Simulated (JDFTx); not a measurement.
# Hf (P6_3/mmc) in JDFTx: further runs

One crystal, Hf, is run at these levels: PBEsol; tasks: equation of state.

Everything below comes from runs of JDFTx 1.7.0 (patched build). Logs are shortened: lines on timing, memory, paths and dates and some standing lists are left out, and cuts for length are marked. The log counts tension as positive stress, the text compression.

## 1. Starting point

Symmetry: P6_3/mmc, No. 194, hexagonal system. Conventional cell: a = 3.197 Å, b = 3.197 Å, c = 5.058 Å, α = 90.00°, β = 90.00°, γ = 120.00°. Hf (site symmetry -6m2) has 12 Hf at 3.13 to 3.20 Å as nearest neighbours.

## 2. Equation of state, PBEsol, 21.04 Å³/atom (volume scaled by 0.94)

Hf.in reads:

```
lattice \
    5.9175694818    -2.9587847410     0.0000000000 \
    0.0000000000     5.1247655000     0.0000000000 \
    0.0000000000     0.0000000000     9.3627437437
coords-type Lattice
ion Hf     0.6666666667     0.3333333333     0.7500000000 1
ion Hf     0.3333333333     0.6666666667     0.2500000000 1

ion-species pseudo/Hf.upf
elec-cutoff 29 232
elec-ex-corr gga-PBEsol
kpoint-folding 10 10 5
elec-smearing Fermi 0.0018374661
elec-n-bands 18
electronic-SCF nIterations 100 energyDiffThreshold 1e-09
electronic-minimize nIterations 30 energyDiffThreshold 1e-7
forces-output-coords Cartesian

dump-name run.$VAR
dump End Ecomponents EigStats BandEigs Kpoints Forces Stress
```

Potentials or basis: PseudoDojo-SR-PBEsol-0.4.1-standard.

On the command line:

```bash
> jdftx -c 1 -i Hf.in -o Hf.out
```

The log of the run:

```text
*************** JDFTx 1.7.0 (patched build) ***************

Input parsed successfully to the following command list (including defaults):
[... the input with its defaults ...]

---------- Setting up symmetries ----------

Found 24 point-group symmetries of the bravais lattice
Found 24 space-group symmetries with basis
Applied RMS atom displacement 3.41651e-10 bohrs to make symmetries exact.

---------- Initializing the Grid ----------
R =
[      5.91757     -2.95878            0  ]
[            0      5.12477            0  ]
[            0            0      9.36274  ]
unit cell volume = 283.936
G =
[    1.06178   0.613022         -0  ]
[          0    1.22604          0  ]
[          0         -0   0.671084  ]
Minimum fftbox size, Smin = [  44  44  68  ]
Chosen fftbox size, S = [  48  48  70  ]

---------- Initializing tighter grid for wavefunction operations ----------
R =
[      5.91757     -2.95878            0  ]
[            0      5.12477            0  ]
[            0            0      9.36274  ]
unit cell volume = 283.936
G =
[    1.06178   0.613022         -0  ]
[          0    1.22604          0  ]
[          0         -0   0.671084  ]
Minimum fftbox size, Smin = [  32  32  48  ]
Chosen fftbox size, S = [  32  32  48  ]

---------- Exchange Correlation functional ----------
Initalized PBEsol GGA exchange.
Initalized PBEsol GGA correlation.

---------- Setting up pseudopotentials ----------
Width of ionic core gaussian charges (only for fluid interactions / plotting) set to 0

Reading pseudopotential file 'pseudo/Hf.upf':
  'Hf' pseudopotential, 'PBESOL' functional
  Generated using ONCVPSP code by D. R. Hamann
  12 valence electrons, 4 orbitals, 8 projectors, 1001 radial grid points, with lMax = 3
    5S    l: 0   occupation:  2.0   eigenvalue: -2.463722
    5P    l: 1   occupation:  6.0   eigenvalue: -1.307898
    5D    l: 2   occupation:  2.0   eigenvalue: -0.099752
    6S    l: 0   occupation:  2.0   eigenvalue: -0.188562
  Core radius for overlap checks: 2.38 bohrs.

Initialized 1 species with 2 total atoms.

Folded 1 k-points by 10x10x5 to 500 k-points.

---------- Setting up k-points, bands, fillings ----------
Reduced to 42 k-points under symmetry.
Computing the number of bands and number of electrons
Calculating initial fillings.
nElectrons:  24.000000   nBands: 18   nStates: 42

----- Setting up reduced wavefunction bases (one per k-point) -----
average nbasis = 2118.238 , ideal nbasis = 2117.929

---------- Setting up ewald sum ----------
Optimum gaussian width for ewald sums = 2.336031 bohr.
Real space sum over 1521 unit cells with max indices [  6  6  4  ]
Reciprocal space sum over 2057 terms with max indices [  5  5  8  ]

---------- Allocating electronic variables ----------
Initializing wave functions:  linear combination of atomic orbitals
Hf pseudo-atom occupations:   s ( 2 2 )  p ( 6 )  d ( 2 )
	FillingsUpdate:  mu: +0.591670312  nElectrons: 24.000000
LCAOMinimize: Iter:   0  F: -100.2169280308991688  |grad|_K:  6.136e-05  alpha:  1.000e+00
	FillingsUpdate:  mu: +0.591671901  nElectrons: 24.000000
LCAOMinimize: Iter:   1  F: -100.2169604654878867  |grad|_K:  3.047e-06  alpha:  9.276e-01  linmin:  5.459e-02  cgtest: -2.835e-01
	FillingsUpdate:  mu: +0.591669826  nElectrons: 24.000000
LCAOMinimize: Iter:   2  F: -100.2169605239589316  |grad|_K:  9.236e-07  alpha:  7.609e-01  linmin: -2.355e-05  cgtest:  3.340e-01
LCAOMinimize: Encountered beta<0, resetting CG.
	FillingsUpdate:  mu: +0.591670037  nElectrons: 24.000000
LCAOMinimize: Iter:   3  F: -100.2169605311583922  |grad|_K:  3.720e-08  alpha:  9.114e-01  linmin: -1.157e-03  cgtest:  4.937e-03
LCAOMinimize: Converged (|Delta F|<1.000000e-06 for 2 iters).

-------- Electronic minimization -----------
Will mix electronic density at each iteration.
	FillingsUpdate:  mu: +0.591670037  nElectrons: 24.000000
	FillingsUpdate:  mu: +0.575524057  nElectrons: 24.000000
SCF: Cycle:  0   F: -100.264834175756476   dF: -4.787e-02   |Residual|: 5.674e-02   |deigs|: 1.330e-02
	FillingsUpdate:  mu: +0.571973122  nElectrons: 24.000000
SCF: Cycle:  1   F: -100.266824616340884   dF: -1.990e-03   |Residual|: 3.228e-02   |deigs|: 9.728e-03
	FillingsUpdate:  mu: +0.568328204  nElectrons: 24.000000
SCF: Cycle:  2   F: -100.267508600511576   dF: -6.840e-04   |Residual|: 7.543e-03   |deigs|: 1.107e-02
	FillingsUpdate:  mu: +0.569478948  nElectrons: 24.000000
SCF: Cycle:  3   F: -100.267518090224897   dF: -9.490e-06   |Residual|: 6.140e-03   |deigs|: 3.940e-03
	FillingsUpdate:  mu: +0.568761795  nElectrons: 24.000000
SCF: Cycle:  4   F: -100.267544598862074   dF: -2.651e-05   |Residual|: 1.084e-03   |deigs|: 2.244e-03
	FillingsUpdate:  mu: +0.568786722  nElectrons: 24.000000
SCF: Cycle:  5   F: -100.267545434442781   dF: -8.356e-07   |Residual|: 7.718e-04   |deigs|: 6.179e-05
	FillingsUpdate:  mu: +0.568851072  nElectrons: 24.000000
SCF: Cycle:  6   F: -100.267546035692448   dF: -6.012e-07   |Residual|: 1.785e-04   |deigs|: 2.087e-04
	FillingsUpdate:  mu: +0.568869209  nElectrons: 24.000000
SCF: Cycle:  7   F: -100.267546146012791   dF: -1.103e-07   |Residual|: 3.366e-05   |deigs|: 5.790e-05
	FillingsUpdate:  mu: +0.568867624  nElectrons: 24.000000
SCF: Cycle:  8   F: -100.267546172972715   dF: -2.696e-08   |Residual|: 6.134e-06   |deigs|: 1.132e-05
	FillingsUpdate:  mu: +0.568867262  nElectrons: 24.000000
SCF: Cycle:  9   F: -100.267546185223651   dF: -1.225e-08   |Residual|: 7.501e-06   |deigs|: 9.762e-06
	FillingsUpdate:  mu: +0.568866936  nElectrons: 24.000000
SCF: Cycle: 10   F: -100.267546189133043   dF: -3.909e-09   |Residual|: 5.490e-06   |deigs|: 5.835e-06
	FillingsUpdate:  mu: +0.568866553  nElectrons: 24.000000
SCF: Cycle: 11   F: -100.267546190465410   dF: -1.332e-09   |Residual|: 2.789e-06   |deigs|: 7.017e-06
	FillingsUpdate:  mu: +0.568866274  nElectrons: 24.000000
SCF: Cycle: 12   F: -100.267546190818265   dF: -3.529e-10   |Residual|: 9.623e-07   |deigs|: 7.462e-06
	FillingsUpdate:  mu: +0.568866298  nElectrons: 24.000000
SCF: Cycle: 13   F: -100.267546190922644   dF: -1.044e-10   |Residual|: 8.035e-07   |deigs|: 6.516e-06
SCF: Converged (|Delta E|<1.000000e-09 for 2 iters).

Setting wave functions to eigenvectors of Hamiltonian

# Stress tensor in Cartesian coordinates [Eh/a0^3]:
[ -0.000117827            0            0  ]
[            0 -0.000117827            0  ]
[            0            0 -0.000114217  ]

# Ionic positions in lattice coordinates:
ion Hf   0.666666666666667   0.333333333333333   0.750000000000000 1
ion Hf   0.333333333333333   0.666666666666667   0.250000000000000 1

# Forces in Cartesian coordinates:
force Hf   0.000000000000000  -0.000000000000000   0.000000000000000 1
force Hf   0.000000000000000  -0.000000000000000   0.000000000000000 1

# Energy components:
   Eewald =      -79.7119135468769571
       EH =       13.5482312080672571
     Eloc =      -52.5831201126031900
      Enl =        5.2388235510257193
      Exc =      -28.3452123226041124
 Exc_core =       12.4954126146708546
       KE =       29.0905454556973275
-------------------------------------
     Etot =     -100.2672331526230920
       TS =        0.0003130382995481
-------------------------------------
        F =     -100.2675461909226442

IonicMinimize: Iter:   0  F: -100.267546190922644  |grad|_K:        nan
IonicMinimize: None of the convergence criteria satisfied after 0 iterations.

#--- Lowdin population analysis ---
# oxidation-state Hf +0.059 +0.059

Dumping 'run.eigStats' ...
	eMin: -1.698502 at state 0 ( [ +0.000000 +0.000000 +0.000000 ] spin 0 )
	HOMO: +0.566761 at state 19 ( [ +0.100000 +0.100000 +0.200000 ] spin 0 )
	mu  : +0.568866
	LUMO: +0.569227 at state 2 ( [ +0.000000 +0.000000 +0.400000 ] spin 0 )
	eMax: +0.825080 at state 15 ( [ +0.000000 +0.500000 +0.000000 ] spin 0 )
	HOMO-LUMO gap: +0.002466
	Optical gap  : +0.009284 at state 41 ( [ +0.300000 +0.300000 +0.400000 ] spin 0 )
Done!
```

It took 68 s on 1 thread of Arm Neoverse V1, shared host; peak memory 0.17 GiB.

Results:

- Free energy: -2728.4189 eV
- Pressure: 3.4 GPa
- Band gap on the k mesh: none (metal or under the smearing width)

## 3. Equation of state, PBEsol, 21.49 Å³/atom (volume scaled by 0.96)

Hf.in: that of step 2 with these lines changed.

```diff
@@ -1,5 +1,5 @@
 lattice \
-    5.9175694818    -2.9587847410     0.0000000000 \
-    0.0000000000     5.1247655000     0.0000000000 \
-    0.0000000000     0.0000000000     9.3627437437
+    5.9592438794    -2.9796219397     0.0000000000 \
+    0.0000000000     5.1608565870     0.0000000000 \
+    0.0000000000     0.0000000000     9.4286807311
 coords-type Lattice
```

Potentials or basis: PseudoDojo-SR-PBEsol-0.4.1-standard.

On the command line:

```bash
> jdftx -c 1 -i Hf.in -o Hf.out
```

It took 70 s on 1 thread of Arm Neoverse V1, shared host; peak memory 0.18 GiB.

Results (log left out):

```
Free energy            : -2728.4309 eV
Pressure               : 0.9 GPa
Band gap on the k mesh : none (metal or under the smearing width)
```

## 4. Equation of state, PBEsol, 21.93 Å³/atom (volume scaled by 0.98)

Hf.in: that of step 3 with these lines changed.

```diff
@@ -1,5 +1,5 @@
 lattice \
-    5.9592438794    -2.9796219397     0.0000000000 \
-    0.0000000000     5.1608565870     0.0000000000 \
-    0.0000000000     0.0000000000     9.4286807311
+    6.0003434118    -3.0001717060     0.0000000000 \
+    0.0000000000     5.1964498262     0.0000000000 \
+    0.0000000000     0.0000000000     9.4937081703
 coords-type Lattice
```

On the command line:

```bash
> jdftx -c 1 -i Hf.in -o Hf.out
```

Run time: 70 s. Hardware: 1 thread of Arm Neoverse V1, shared host; peak memory 0.18 GiB.

Results (log left out):

```yaml
Free_energy: -2728.4294 eV
Pressure: -1.4 GPa
Band_gap_on_the_k_mesh: none (metal or under the smearing width)
```

## 5. Equation of state, PBEsol, 22.38 Å³/atom

Hf.in: that of step 4 with these lines changed.

```diff
@@ -1,5 +1,5 @@
 lattice \
-    6.0003434118    -3.0001717060     0.0000000000 \
-    0.0000000000     5.1964498262     0.0000000000 \
-    0.0000000000     0.0000000000     9.4937081703
+    6.0408875026    -3.0204437513     0.0000000000 \
+    0.0000000000     5.2315620387     0.0000000000 \
+    0.0000000000     0.0000000000     9.5578567931
 coords-type Lattice
```

On the command line:

```bash
> jdftx -c 1 -i Hf.in -o Hf.out
```

Run time: 71 s. Hardware: 1 thread of Arm Neoverse V1, shared host; peak memory 0.18 GiB.

It converged, with:

```yaml
Free_energy: -2728.4153 eV
Pressure: -3.6 GPa
Band_gap_on_the_k_mesh: none (metal or under the smearing width)
```

## 6. Equation of state, PBEsol, 22.83 Å³/atom (volume scaled by 1.02)

Hf.in: that of step 5 with these lines changed.

```diff
@@ -1,5 +1,5 @@
 lattice \
-    6.0408875026    -3.0204437513     0.0000000000 \
-    0.0000000000     5.2315620387     0.0000000000 \
-    0.0000000000     0.0000000000     9.5578567931
+    6.0808945461    -3.0404472730     0.0000000000 \
+    0.0000000000     5.2662091547     0.0000000000 \
+    0.0000000000     0.0000000000     9.6211557027
 coords-type Lattice
```

Potentials or basis: PseudoDojo-SR-PBEsol-0.4.1-standard.

On the command line:

```bash
> jdftx -c 1 -i Hf.in -o Hf.out
```

Run time: 71 s. Hardware: 1 thread of Arm Neoverse V1, shared host; peak memory 0.18 GiB.

The run converged. Its results:

```
Free energy            : -2728.3900 eV
Pressure               : -5.5 GPa
Band gap on the k mesh : none (metal or under the smearing width)
```

## 7. Equation of state, PBEsol, 23.28 Å³/atom (volume scaled by 1.04)

Hf.in: that of step 6 with these lines changed.

```diff
@@ -1,5 +1,5 @@
 lattice \
-    6.0808945461    -3.0404472730     0.0000000000 \
-    0.0000000000     5.2662091547     0.0000000000 \
-    0.0000000000     0.0000000000     9.6211557027
+    6.1203819807    -3.0601909903     0.0000000000 \
+    0.0000000000     5.3004062762     0.0000000000 \
+    0.0000000000     0.0000000000     9.6836324902
 coords-type Lattice
```

On the command line:

```bash
> jdftx -c 1 -i Hf.in -o Hf.out
```

It took 71 s on 1 thread of Arm Neoverse V1, shared host; peak memory 0.18 GiB.

The run converged. Its results:

```yaml
Free_energy: -2728.3542 eV
Pressure: -7.3 GPa
Band_gap_on_the_k_mesh: none (metal or under the smearing width)
```

## 8. Equation of state, PBEsol, 23.72 Å³/atom (volume scaled by 1.06)

Hf.in: that of step 7 with these lines changed.

```diff
@@ -1,5 +1,5 @@
 lattice \
-    6.1203819807    -3.0601909903     0.0000000000 \
-    0.0000000000     5.3004062762     0.0000000000 \
-    0.0000000000     0.0000000000     9.6836324902
+    6.1593663564    -3.0796831782     0.0000000000 \
+    0.0000000000     5.3341677360     0.0000000000 \
+    0.0000000000     0.0000000000     9.7453133411
 coords-type Lattice
```

On the command line:

```bash
> jdftx -c 1 -i Hf.in -o Hf.out
```

It took 72 s on 1 thread of Arm Neoverse V1, shared host; peak memory 0.18 GiB.

Results (log left out):

```
Free energy            : -2728.3091 eV
Pressure               : -8.9 GPa
Band gap on the k mesh : none (metal or under the smearing width)
```

## 9. Equation of state, PBEsol

Potentials or basis: PseudoDojo-SR-PBEsol-0.4.1-standard.

No new run: the results of the series are fitted here.

Results:

```yaml
Equilibrium_volume: 21.65 Å³/atom
Bulk_modulus_at_fixed_shape_and_positions: 114 GPa
Pressure_derivative_of_the_bulk_modulus: 3.5
```

Energy against volume, from the lowest point:
| volume (Å³/atom) | energy (meV/atom) |
| --- | --- |
| 21.037 | 6.01 |
| 21.485 | 0.00 |
| 21.933 | 0.80 |
| 22.380 | 7.81 |
| 22.828 | 20.50 |
| 23.276 | 38.36 |
| 23.723 | 60.92 |

Caveat: the cell was scaled at fixed shape and fractional positions, which overstates the stiffness of a crystal with free parameters, most of all of layers and chains.
